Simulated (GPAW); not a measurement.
## CdSe (Cadmoselite): single point with LDA

**Experimental background.**

From a printed reference work, data compilation, for a bulk crystal of CdSe at 2 K: band gap 1.841 eV.

Crystal: CdSe (Cadmoselite).

```
CELL_PARAMETERS angstrom
4.30000 0.00000 0.00000
-2.15000 3.72391 0.00000
0.00000 0.00000 7.02000
ATOMIC_POSITIONS crystal
Cd 0.66667 0.33333 0.50000
Cd 0.33333 0.66667 0.00000
Se 0.66667 0.33333 0.88500
Se 0.33333 0.66667 0.38500
```

```json
{"Program": "GPAW 26.7.0", "Task": "single point", "Functional": "LDA", "Potentials or basis": "the program's PAW data sets (release 1.2.1) made for this functional", "Cutoff": "450 eV", "Basis": "pw", "k mesh": "6 × 6 × 3", "Occupations": "fermi-dirac, width 0.01 eV", "Spin": "no spin polarisation"}
```

* Pressure: -2.8 GPa
* Largest force: 0.252 eV/Å
* Band gap on the k mesh: 0.42 eV, direct

Forces on the atoms (eV/Å):
```
Cd   0.000  0.000  0.252
Cd   0.000  0.000  0.252
Se   0.000  0.000 -0.252
Se   0.000  0.000 -0.252
```

Stress tensor (GPa, compression positive):
```
-2.29  0.00  0.00
 0.00 -2.29  0.00
 0.00  0.00 -3.85
```

Levels at points of the mesh, in eV from the valence-band top:
| k point | band 15 | band 16 | band 17 | band 18 | band 19 | band 20 | band 21 | band 22 |
| --- | --- | --- | --- | --- | --- | --- | --- | --- |
| (0.00, 0.00, 0.00) | -0.74 | -0.02 | 0.00 | 0.00 | 0.42 | 1.89 | 5.72 | 5.72 |
| (0.50, 0.50, 0.00) | -2.63 | -1.90 | -1.28 | -0.86 | 3.03 | 3.12 | 4.64 | 5.96 |

Run time: 26 s on 1 thread of Arm Neoverse V1 (shared host), peak memory 0.18 GiB.

A measured gap of CdSe is 1.841 eV (2 K; a printed reference work, data compilation); the calculated 0.42 eV misses it by -1.42 eV. So large a miss can be the level of theory's own, or it may mean another phase, state or a wrong row. Spin-orbit coupling on Cd, Se is left out. The value is that of LDA, without temperature or zero-point motion. Semilocal functionals fall short of measured gaps as a rule.

Caveat: the cutoff is short for stress and forces, so pressures can be off by a GPa or more.
